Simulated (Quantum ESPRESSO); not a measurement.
TaN under changes of volume

One of the cells (10.813 Å³/atom); the others are scaled copies at fixed shape and fractional positions:

```
CELL_PARAMETERS angstrom
0.00000 2.21132 2.21132
2.21132 0.00000 2.21132
2.21132 2.21132 0.00000
ATOMIC_POSITIONS crystal
Ta 0.50000 0.50000 0.50000
N 0.00000 0.00000 0.00000
```

The cell comes from a database or a generator and needn't be the stable form of this composition.

| Item | Value |
| --- | --- |
| Program | Quantum ESPRESSO 7.5 |
| Functional | PBEsol |
| Potentials or basis | PseudoDojo 0.4.1 SR PBEsol standard |
| Cutoff | 1143 eV |
| Density cutoff | 4572 eV |
| k mesh | 10 × 10 × 10 |
| Occupations | fermi-dirac, width 0.05 eV |
| Spin | no spin polarisation |

```csv
volume (Å³/atom),energy over the lowest point (meV/atom),pressure (GPa)
10.164,8.75,10.6
10.381,0.00,2.5
10.597,1.57,-4.7
10.813,12.37,-11.2
11.030,?,?
11.246,57.85,-22.1
11.462,90.87,-26.7
```

Q: What does the run at 11.030 Å³/atom give?

A: Energy over the lowest point 31.43 meV/atom; pressure -16.9 GPa.

Worked out: A Birch-Murnaghan fit of order 3 (a polynomial in V^(-2/3)) to the other rows has its minimum at 10.45 Å³/atom with B0 = V·E''(V) = 355 GPa and B' = 4.4. It gives 31.46 meV/atom at 11.030 Å³/atom, against the run's 31.43, and -dE/dV = -17.0 GPa, against -16.9.

Energies are extrapolated to zero smearing.
